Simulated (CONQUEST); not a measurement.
**Ca under changes of volume**

One of the cells (44.958 Å³/atom); the others are scaled copies at fixed shape and fractional positions:

```xyz
2
Lattice="4.4800 0.0000 0.0000 0.0000 4.4800 0.0000 0.0000 0.0000 4.4800" Properties=species:S:1:pos:R:3 pbc="T T T"
Ca    0.0000    0.0000    0.0000
Ca    2.2400    2.2400    2.2400
```

This isn't the form of Ca at room conditions, which is fcc.

| Item | Value |
| --- | --- |
| Program | CONQUEST 1.3 |
| Functional | PBE |
| Potentials or basis | PseudoDojo NC PBE, DZP, grid of 48 × 48 × 48 points |
| k mesh | 6 × 6 × 6 |
| Occupations | fermi-dirac, width 0.05 eV |
| Spin | no spin polarisation |

| volume (Å³/atom) | energy over the lowest point (meV/atom) | pressure (GPa) |
| --- | --- | --- |
| 42.260 | 1.46 | 0.4 |
| 43.159 | 0.00 | 0.1 |
| 44.059 | ? | ? |
| 44.958 | 3.56 | -0.6 |
| 45.857 | 7.41 | -0.9 |
| 46.756 | 13.43 | -1.3 |
| 47.655 | 21.03 | -1.4 |

**Question.** What does the run at 44.059 Å³/atom give?

**Answer.** Energy over the lowest point 0.69 meV/atom; pressure -0.4 GPa.

Worked out: A Birch-Murnaghan fit of order 3 (a polynomial in V^(-2/3)) to the other rows has its minimum at 43.29 Å³/atom with B0 = V·E''(V) = 16.3 GPa (rough, since the energies scatter). It gives 0.81 meV/atom at 44.059 Å³/atom, against the run's 0.69, and -dE/dV = -0.3 GPa, against -0.4.

Energies are extrapolated to zero smearing.

Caveats: the cell was measured hot, at 740 K; the basis of atomic orbitals isn't converged, which shifts pressures, moduli and gaps.
